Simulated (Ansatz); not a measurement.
**Ni in Ansatz: the effect of fixed moment**

Crystal: Ni.

```
Ni
1.0
     2.44802    0.00000    0.00000
    -1.22401    2.12005    0.00000
     0.00000    0.00000    4.07281
Ni
2
Direct
  0.66667 0.33333 0.75000
  0.33333 0.66667 0.25000
```

This isn't the form of Ni at room conditions, which is fcc.

Alike in all runs:

- Program: Ansatz 0.2.0
- Task: single point
- Functional: PBEsol
- Potentials or basis: Ansatz PAW
- Cutoff: 420 eV (not typed: the program's choice for these potentials)
- k mesh: 10 × 10 × 6
- Occupations: fermi-dirac, width 0.05 eV

```tsv
fixed moment	spin	starting moments	energy over the lowest run (meV/atom)	pressure (GPa)
0	collinear spin, program default start	-	52.7	-4.3
0.5	collinear spin, ferromagnetic start	[0.25, 0.25] μB	40.6	-4.2
1	collinear spin, ferromagnetic start	[0.5, 0.5] μB	10.5	-3.7
1.5	collinear spin, ferromagnetic start	[0.75, 0.75] μB	0.0	-2.4
2	collinear spin, ferromagnetic start	[1.0, 1.0] μB	?	?
2.5	collinear spin, ferromagnetic start	[1.25, 1.25] μB	257.6	3.6
3	collinear spin, ferromagnetic start	[1.5, 1.5] μB	571.9	8.7
4	collinear spin, ferromagnetic start	[2.0, 2.0] μB	1674.6	25.1
```

Question: What does the run with fixed moment 2 give?

Answer: Energy over the lowest run 88.4 meV/atom; pressure 0.1 GPa.

Worked out: A parabola through the other rows of the energy over the lowest run, of slope 367 meV/atom per unit of fixed moment there, gives 93.7 meV/atom, against the run's 88.4. A parabola through the other rows of the pressure, of slope 7.01 GPa per unit of fixed moment there, gives 0.0 GPa, against the run's 0.1.

Caveats: the total moment is fixed, so each spin has its own Fermi level; the PAW data sets come from PBE, with cores solved anew for the run's functional, which leaves a small shift of forces and pressure; the thresholds are loose for stress.
